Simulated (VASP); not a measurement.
A run of VASP 6.6.1:

The input POSCAR:

```
C
1.0
    2.5221000000      0.0000000000      0.0000000000
   -1.2610500000      2.1842026709      0.0000000000
    0.0000000000      0.0000000000      8.2371000000
C
8
Direct
    0.6666666667      0.3333333333      0.8437500000
    0.3333333333      0.6666666667      0.3437500000
    0.6666666667      0.3333333333      0.6562500000
    0.3333333333      0.6666666667      0.1562500000
    0.0000000000      0.0000000000      0.9062500000
    0.0000000000      0.0000000000      0.4062500000
    0.0000000000      0.0000000000      0.5937500000
    0.0000000000      0.0000000000      0.0937500000
```

File INCAR.step1:

```
PREC = Accurate
ENCUT = 520
EDIFF = 1E-5
ISMEAR = 0
SIGMA = 0.02
LREAL = F
LASPH = T
NELM = 80
ALGO = Normal
ISIF = 2
LWAVE = T
LCHARG = F
NBANDS = 26
GGA = PE
KPAR = 4
```

File INCAR.step2:

```
PREC = Accurate
ENCUT = 520
EDIFF = 1E-7
ISMEAR = 0
SIGMA = 0.02
LREAL = F
LASPH = T
NELM = 80
ALGO = Normal
ISIF = 2
LWAVE = F
LCHARG = F
GGA = PE
LHFCALC = T
HFSCREEN = 0.3
PRECFOCK = Fast
NBANDS = 26
ISTART = 1
KPAR = 4
```

Contents of KPOINTS:

```
regular mesh
0
Gamma
  8 8 2
```

File KPOINTS_OPT:

```
path GMKGALHA,LM,KH
12
line-mode
reciprocal
 0.0000000000  0.0000000000  0.0000000000  G
 0.5000000000  0.0000000000  0.0000000000  M

 0.5000000000  0.0000000000  0.0000000000  M
 0.3333333333  0.3333333333  0.0000000000  K

 0.3333333333  0.3333333333  0.0000000000  K
 0.0000000000  0.0000000000  0.0000000000  G

 0.0000000000  0.0000000000  0.0000000000  G
 0.0000000000  0.0000000000  0.5000000000  A

 0.0000000000  0.0000000000  0.5000000000  A
 0.5000000000  0.0000000000  0.5000000000  L

 0.5000000000  0.0000000000  0.5000000000  L
 0.3333333333  0.3333333333  0.5000000000  H

 0.3333333333  0.3333333333  0.5000000000  H
 0.0000000000  0.0000000000  0.5000000000  A

 0.5000000000  0.0000000000  0.5000000000  L
 0.5000000000  0.0000000000  0.0000000000  M

 0.3333333333  0.3333333333  0.0000000000  K
 0.3333333333  0.3333333333  0.5000000000  H
```

Potentials or basis: VASP PAW PBE potentials, release 64 (C).

Command:

```console
$ cat potpaw_PBE.64/C/POTCAR > POTCAR
$ cp INCAR.step1 INCAR
$ mpirun -np 4 vasp_std > vasp.out
$ cp INCAR.step2 INCAR
$ mpirun -np 4 vasp_std > vasp.out
```

Hardware: 4 MPI ranks on Intel(R) Xeon(R) 6975P-C (Granite Rapids), with other jobs on the host.

Problem. How long does it take, and how much memory?

Solution. It took 26 min on 4 MPI ranks on Intel(R) Xeon(R) 6975P-C (Granite Rapids), with other jobs on the host, peak memory 0.32 GiB a rank. Counts: scf iterations 66, k points 20.
